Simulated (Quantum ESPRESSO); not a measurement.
Runs of Quantum ESPRESSO 7.5 on Ir. Symmetry: P6_3/mmc, No. 194, hexagonal system. Conventional cell: a = 2.751 Å, b = 2.751 Å, c = 4.462 Å, α = 90.00°, β = 90.00°, γ = 120.00°. Ir (site symmetry -6m2) is surrounded by 12 Ir at 2.74 to 2.75 Å. This isn't the form of Ir at room conditions, which is fcc.

```csv
task,level,potentials or basis,cell,k mesh,cutoff (eV),SCF threshold,symmetry,mesh quality,gap on the mesh (eV),pressure (GPa),V0 of scaled cells (Å³/atom),B0 (GPa)
single point,PBEsol,GBRV 1.5 PBEsol,"atoms moved at random, drawn with an rms of 0.05 Å",11 × 11 × 6,612,4e-10 Ry,-,not flagged,none,-11.4,-,-
single point,PBEsol,GBRV 1.5 PBEsol,as given,11 × 11 × 6,612,4e-10 Ry,-,not flagged,none,-12.4,-,-
band structure,PBEsol,GBRV 1.5 PBEsol,as given,11 × 11 × 6,612,4e-10 Ry,-,not flagged,none,-12.4,-,-
equation of state,PBEsol,GBRV 1.5 PBEsol,as given,11 × 11 × 6,612,4e-10 Ry,-,not flagged,-,-,14.12,382
equation of state,r2SCAN,SG15 PBE 1.2,as given,7 × 7 × 4,925,1e-08 Ry,off,coarse,-,-,14.20,(a)
```

Alike in all rows: no spin polarisation; smearing fermi-dirac 0.05 eV.

Task: Fill in the values left out.

Result: (a) 383.

Caveats: some runs use coarse meshes; the cell was scaled at fixed shape and fractional positions, which overstates the stiffness of a crystal with free parameters, most of all of layers and chains (some runs); spin-orbit coupling is left out, which moves the levels of the heavy elements (some runs); the potentials were made for another functional, which shifts forces and pressure (some runs).

A k mesh can miss the band edges, and the runs leave out spin-orbit coupling on Ir.

A gap of «none» marks a metal or a gap under the smearing width.
